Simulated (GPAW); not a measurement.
A run of GPAW 26.7.0:

run.py

```python
import numpy as np
from ase.dft.bandgap import bandgap
from ase.io import read, write
from gpaw import GPAW, PW
from gpaw.response.df import DielectricFunction

atoms = read('HfO2.xyz')

calc = GPAW(mode=PW(650),
            xc='LDA',
            kpts={'size': (5, 5, 4), 'gamma': True},
            occupations={'name': 'fermi-dirac', 'width': 0.001},
            setups={'Hf': ':d,6.0'},
            nbands=43,
            convergence={'density': 1e-06},
            maxiter=150,
            txt='gpaw.txt')
atoms.calc = calc
energy = atoms.get_potential_energy()
calc.write('gs.gpw')
write('result.traj', atoms)
print(f'Energy: {energy:.6f} eV')
print('Fermi level:', round(calc.get_fermi_level(), 4), 'eV')
print(f'Gap: {bandgap(calc)[0]:.4f} eV, direct: {bandgap(calc, direct=True)[0]:.4f} eV')

for size in [(4, 4, 3)]:
    name = 'x'.join(str(n) for n in size)
    dense = calc.fixed_density(kpts={'size': size, 'gamma': True},
                               nbands=78, convergence={'bands': 72, 'eigenstates': 1e-7},
                               update_fermi_level=True, txt=f'dense-{name}.txt')
    dense.write(f'{name}.gpw', mode='all')
    df = DielectricFunction(f'{name}.gpw', frequencies=np.array([0.0]), hilbert=False, eta=0.001,
                            ecut=80, nbands=72, intraband=False, txt=f'df-{name}.txt')
    for xc in ['RPA']:
        for direction in ['x', 'y', 'z', [0, 1, 1], [1, 0, 1], [1, 1, 0]]:
            e0, e = df.get_macroscopic_dielectric_constant(xc=xc, direction=direction)
            print(f'{name} {xc} {direction}: {e0:.4f} without, {e:.4f} with local fields')
```

The input HfO2.xyz:

```xyz
6
Lattice="0.0000000000 -2.5575000000 -2.5575000000 0.0000000000 2.5575000000 -2.5575000000 5.1150000000 0.0000000000 0.0000000000" Properties=species:S:1:pos:R:3 pbc="T T T"
Hf     2.5465797819     -0.1509369749     -2.6765987597
Hf     0.0109202181     -2.4065630251     -2.4384012403
O      3.8013796128      1.0330682126     -1.3972114052
O      1.3136203872     -1.0330682126     -1.1602885949
O      1.3272486398      1.1742650255     -1.4274911310
O      3.7877513602      1.3832349745     -3.6875088690
```

Potentials or basis: the program's PAW data sets (release 1.2.1) made for this functional, pw.

Run with:

```sh
$ OMP_NUM_THREADS=1 python run.py
```

Hardware: 1 thread of Arm Neoverse V2, with other jobs on the host.

Q: How long does it take, and how much memory?

A: Wall time 4.8 min on 1 thread of Arm Neoverse V2, on a shared host, peak memory 0.56 GiB. Counts: scf iterations 34, plane waves 2566, bands 43, k points 51.
